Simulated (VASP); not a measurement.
# AlAs (F-43m) in VASP: relaxation of cell and atoms with PBEsol

Aim: the relaxation of cell and atoms of AlAs with PBEsol.

All numbers are computed with VASP 6.6.1; they aren't measurements. Logs are shortened: lines on timing, memory, paths and dates and some standing lists are left out, and cuts for length are marked.

### Step 1. The crystal as given

The structure is cubic, space group F-43m (No. 216). Conventional cell: a = 5.682 Å, b = 5.682 Å, c = 5.682 Å, α = 90.00°, β = 90.00°, γ = 90.00°. Al (site symmetry -43m) is surrounded by 4 As at 2.46 Å. As (site symmetry -43m) has 4 Al at 2.46 Å as nearest neighbours.

### Step 2. Relaxation of cell and atoms, PBEsol

Contents of INCAR:

```
SYSTEM = AlAs
PREC = Accurate
ENCUT = 600
EDIFF = 1E-7
ISMEAR = 0
SIGMA = 0.03
LREAL = .False.
LASPH = .True.
NELM = 80
ALGO = Normal
ISIF = 3
LWAVE = .False.
LCHARG = .False.
GGA = PS
IBRION = 2
NSW = 90
EDIFFG = -0.005
KPAR = 2
```

Contents of KPOINTS:

```
regular mesh
0
Gamma
  8 8 8
  0 0 0
```

Contents of POSCAR:

```
AlAs                                    
1.0
    0.0000000000      2.8408844734      2.8408844734
    2.8408844734     -0.0000000000      2.8408844734
    2.8408844734      2.8408844734     -0.0000000000
  Al              As            
     1     1
Direct
     0.0000000000000000    0.0000000000000000    0.0000000000000000
     0.2500000000000000    0.2500000000000000    0.2500000000000000
```

Potentials or basis: VASP PAW PBE potentials, release 64 (Al, As).

Launch:

```sh
$ cat potpaw_PBE.64/Al/POTCAR potpaw_PBE.64/As/POTCAR > POTCAR
$ mpirun -np 2 vasp_std > vasp.out
```

OUTCAR:

```text
SYSTEM = AlAs
   PREC = Accurate
   ENCUT = 600
   EDIFF = 1E-7
   ISMEAR = 0
   LREAL = .False.
   LASPH = .True.
   NELM = 80
   ISIF = 3
   GGA = PS
   IBRION = 2
   NSW = 90
   EDIFFG = -0.005

 ion  position               nearest neighbor table
   1  0.000  0.000  0.000-   2 2.46   2 2.46   2 2.46   2 2.46
   2  0.250  0.250  0.250-   1 2.46   1 2.46   1 2.46   1 2.46

  LATTYP: Found a face centered cubic cell.
 ALAT       =     5.6817689468

  Lattice vectors:

 A1 = (   0.0000000000,   2.8408844734,   2.8408844734)
 A2 = (   2.8408844734,   0.0000000000,   2.8408844734)
 A3 = (   2.8408844734,   2.8408844734,   0.0000000000)

Analysis of symmetry for initial positions (statically):
=====================================================================
 Subroutine PRICEL returns:
 Original cell was already a primitive cell.

 Routine SETGRP: Setting up the symmetry group for a
 face centered cubic supercell.

 Subroutine GETGRP returns: Found 24 space group operations
 (whereof 24 operations were pure point group operations)
 out of a pool of 48 trial point group operations.

The static configuration has the point symmetry T_d .

Analysis of symmetry for dynamics (positions and initial velocities):
=====================================================================
 Subroutine PRICEL returns:
 Original cell was already a primitive cell.

 Routine SETGRP: Setting up the symmetry group for a
 face centered cubic supercell.

 Subroutine GETGRP returns: Found 24 space group operations
 (whereof 24 operations were pure point group operations)
 out of a pool of 48 trial point group operations.

The dynamic configuration has the point symmetry T_d .

 Subroutine INISYM returns: Found 24 space group operations
 (whereof 24 operations are pure point group operations),
 and found     1 'primitive' translations

----------------------------------------------------------------------------------------

                                     Primitive cell

  volume of cell :      45.8554

  direct lattice vectors                    reciprocal lattice vectors
     0.000000000  2.840884473  2.840884473    -0.176001525  0.176001525  0.176001525
     2.840884473  0.000000000  2.840884473     0.176001525 -0.176001525  0.176001525
[... 89 lines left out ...]
   IBRION =      2    ionic relax: 0-MD 1-quasi-New 2-CG
   NFREE  =      1    steps in history (QN), initial steepest desc. (CG)
   ISIF   =      3    stress and relaxation
   ISYM   =      2    0-nonsym 1-usesym 2-fastsym
   POTIM  = 0.5000    time-step for ionic-motion
   TEBEG  =    0.0;   TEEND  =   0.0 temperature during run
   PSTRESS=    0.0 pullay stress
   NELECT =       8.0000    total number of electrons
   NUPDOWN=      -1.0000    fix difference up-down
   EMIN   =  10.00;   EMAX   =-10.00  energy-range for DOS
   EFERMI =   0.00;   METHOD = LEGACY
   ISMEAR =     0;   SIGMA  =   0.03  broadening in eV -4-tet -1-fermi 0-gaus
   EFERMI_NEDOS =   21; number of points for ismear=-14 and -15
   IALGO  =     38    algorithm
   IMIX   =      4    mixing-type and parameters
     AMIX     =   0.40;   BMIX     =  1.00
     AMIX_MAG =   1.60;   BMIX_MAG =  1.00
  volume/ion in A,a.u.               =      22.93       154.72
  Fermi-wavevector in a.u.,A,eV,Ry     =   0.914762  1.728649 11.385202  0.836789
  Thomas-Fermi vector in A             =   2.039426
   LORBIT       =      0    0 simple, 1 ext, 2 COOP (PROOUT), +10 PAW based schemes
   GGA     = PS    functional components
   LHFCALC =     F    Hartree Fock is set to
   AEXX    =    0.0000 exact exchange contribution
   IVDW    =     0    specifies the selected vdW correction
   LEPSILON=     F    determine dielectric tensor
   LRPA    =     F    only Hartree local field effects (RPA)
 conjugate gradient relaxation of ions
 non-spin polarized calculation
 Gauss-broadening in eV      SIGMA  =   0.03
  energy-cutoff  :      600.00
  volume of cell :       45.86
 maximum number of plane-waves:      1543
   NGX = 17   NGY = 17   NGZ = 17

 number of electron       8.0000001 magnetization

 Free energy of the ion-electron system (eV)
  ---------------------------------------------------
  ext. energy  EPLUGINS =         0.00000000
  ---------------------------------------------------
  free energy    TOTEN  =       -10.06494903 eV

  energy without entropy =      -10.06494903  energy(sigma->0) =      -10.06494903

 E-fermi :   3.8682     XC(G=0):  -9.1529

 val. band max:        3.7083619074   @ k =   0.0000   0.0000   0.0000
 cond. band min:       5.0464248143   @ k =   0.5000   0.5000   0.0000
 fundamental gap:      1.3380629069
 Fermi energy:         3.8681568566

 k-point     1 :       0.0000    0.0000    0.0000
  band No.  band energies     occupation
      1      -8.1168      2.00000
      2       3.7084      2.00000
      3       3.7084      2.00000
      4       3.7084      2.00000
      5       5.6018      0.00000
      6       7.9525      0.00000
      7       7.9525      0.00000
      8       7.9525      0.00000
[... 243 lines left out ...]
 k-point    24 :      -0.3750    0.2500    0.1250
  band No.  band energies     occupation
      1      -6.4568      2.00000
      2      -1.5329      2.00000
      3       1.0196      2.00000
      4       2.1723      2.00000
      5       7.2938      0.00000
      6       7.8606      0.00000
      7      10.3076      0.00000
      8      11.2383      0.00000

 [... further k-points ...]

------------------------ aborting loop because EDIFF is reached ----------------------------------------

  FORCE on cell =-STRESS in cart. coord.  units (eV):
  Direction    XX          YY          ZZ          XY          YZ          ZX
  --------------------------------------------------------------------------------------
  -------------------------------------------------------------------------------------
  Total        0.0003260      0.0003260      0.0003260      0.0000000     -0.0000000     -0.0000000
  in kB        0.0113904      0.0113904      0.0113904      0.0000000     -0.0000000     -0.0000000
  external PRESSURE =       0.0113904 kB  Pullay stress =       0.0000000 kB

 VOLUME and BASIS-vectors are now :
 -----------------------------------------------------------------------------
  energy-cutoff  :      600.00
  volume of cell :       45.86
      direct lattice vectors                 reciprocal lattice vectors
     0.000000000  2.840884473  2.840884473    -0.176001525  0.176001525  0.176001525
     2.840884473  0.000000000  2.840884473     0.176001525 -0.176001525  0.176001525
     2.840884473  2.840884473  0.000000000     0.176001525  0.176001525 -0.176001525

 POSITION                                       TOTAL-FORCE (eV/Angst)
 -----------------------------------------------------------------------------------
      0.00000      0.00000      0.00000        -0.000000     -0.000000     -0.000000
      1.42044      1.42044      1.42044         0.000000      0.000000      0.000000
 -----------------------------------------------------------------------------------
    total drift:                                0.000000      0.000000      0.000000

  FREE ENERGIE OF THE ION-ELECTRON SYSTEM (eV)
  ---------------------------------------------------
  free  energy   TOTEN  =       -10.0649490296 eV

  energy  without entropy=      -10.0649490296  energy(sigma->0) =      -10.06494903

 reached required accuracy - stopping structural energy minimisation
```

OSZICAR:

```text
N       E                     dE             d eps       ncg     rms          rms(c)
DAV:   1     0.142141309626E+02    0.14214E+02   -0.32310E+03   464   0.833E+02
DAV:   2    -0.971217829848E+01   -0.23926E+02   -0.22875E+02   640   0.903E+01
DAV:   3    -0.103269753348E+02   -0.61480E+00   -0.61480E+00   576   0.194E+01
DAV:   4    -0.103301754817E+02   -0.32001E-02   -0.32001E-02   736   0.160E+00
DAV:   5    -0.103301808668E+02   -0.53852E-05   -0.53852E-05   576   0.560E-02    0.324E+00
DAV:   6    -0.101130132176E+02    0.21717E+00   -0.41979E-01   504   0.290E+00    0.184E+00
DAV:   7    -0.100667004339E+02    0.46313E-01   -0.18647E-01   616   0.206E+00    0.659E-01
DAV:   8    -0.100648483952E+02    0.18520E-02   -0.98039E-03   464   0.598E-01    0.928E-02
DAV:   9    -0.100648962010E+02   -0.47806E-04   -0.32694E-04   672   0.138E-01    0.508E-02
DAV:  10    -0.100649474828E+02   -0.51282E-04   -0.58854E-05   568   0.552E-02    0.619E-03
DAV:  11    -0.100649490684E+02   -0.15856E-05   -0.74549E-06   624   0.152E-02    0.313E-03
DAV:  12    -0.100649490180E+02    0.50341E-07   -0.12426E-06   568   0.622E-03    0.149E-03
DAV:  13    -0.100649490296E+02   -0.11589E-07   -0.38340E-08   288   0.143E-03
   1 F= -.10064949E+02 E0= -.10064949E+02  d E =-.100649E+02
```

Run time: 4.3 s. Hardware: 2 MPI ranks of Intel Xeon Platinum 8559C (Emerald Rapids), shared host; peak memory 0.17 GiB.

What came out:

```yaml
Free_energy: -10.0649 eV
Pressure_after_relaxing: 0.0 GPa
Band_gap_on_the_k_mesh: 1.34 eV, indirect (least direct gap 1.89 eV)
```

Final structure:
```
Al As
1.0
     0.00000    2.84088    2.84088
     2.84088    0.00000    2.84088
     2.84088    2.84088    0.00000
Al As
1 1
Direct
  0.00000 0.00000 0.00000
  0.25000 0.25000 0.25000
```

Levels at points of the mesh, in eV from the valence-band top:
| k point | band 2 | band 3 | band 4 | band 5 | band 6 | band 7 |
| --- | --- | --- | --- | --- | --- | --- |
| (0.00, 0.00, 0.00) | 0.00 | 0.00 | 0.00 | 1.89 | 4.24 | 4.24 |
| (0.50, 0.00, 0.00) | -5.55 | -0.82 | -0.82 | 2.04 | 4.62 | 4.62 |
| (0.50, 0.50, 0.00) | -5.40 | -2.16 | -2.16 | 1.34 | 2.22 | 10.20 |

Caveat: the relaxation stopped at its first step, so nothing moved; the PAW data sets were made with another functional, which shifts forces and pressure a little. As with any semilocal functional, this PBEsol gap is likely too small.
